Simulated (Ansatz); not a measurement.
Runs of Ansatz 0.2.0 on MoS2. The structure is trigonal, space group P-3m1 (No. 164). The conventional cell has a = 3.227 Å, b = 3.227 Å, c = 6.312 Å, α = 90.00°, β = 90.00°, γ = 120.00°. Mo (site symmetry -3m) is surrounded by 6 S at 2.42 Å. Around S (site symmetry 3m) lie 3 Mo at 2.42 Å. Measurements of this composition are mostly on another form, of space group No. 194.

```csv
task,level,potentials or basis,cell,cutoff (eV),gap on the mesh (eV),pressure (GPa),V0 of scaled cells (Å³/atom),relaxed volume (Å³/atom),B0 (GPa)
relaxation of cell and atoms,PBEsol+D4,Ansatz PAW,relaxed,420,-,0.0,-,16.28,-
equation of state,PBE,Ansatz PAW large core,as given,420,-,-,(a),-,129
relaxation of cell and atoms,PBE+D3(BJ),Ansatz PAW,relaxed,420,none,0.0,-,16.89,-
relaxation of cell and atoms,rPW86-PBE,Ansatz PAW,relaxed,420,none,0.0,-,(b),-
equation of state,r2SCAN+D3(BJ),Ansatz PAW,as given,500,-,-,18.75,-,141
```

Alike in all rows: no spin polarisation; k mesh 9 × 9 × 4; smearing fermi-dirac 0.05 eV.

Problem. Fill in the values left out.

Solution. (a) 19.14; (b) 20.41.

Caveats: the plane-wave basis is chosen anew once the cell has moved, so the energies of steps on either side of that aren't comparable (some runs); the PAW data sets come from PBE, with cores solved anew for the run's functional, which leaves a small shift of forces and pressure (some runs); the cell was scaled at fixed shape and fractional positions, which overstates the stiffness of a crystal with free parameters, most of all of layers and chains (some runs); this set keeps more shells in the core, which shifts pressures and gaps (some runs); this functional lacks dispersion, which binds the layers, so the pressure and a relaxed spacing across them are unreliable (some runs); the PAW data sets were made with another functional, which shifts forces and pressure a little (some runs).

A k mesh can miss the band edges, and the runs leave out spin-orbit coupling on Mo.

A gap of «none» marks a metal or a gap under the smearing width.
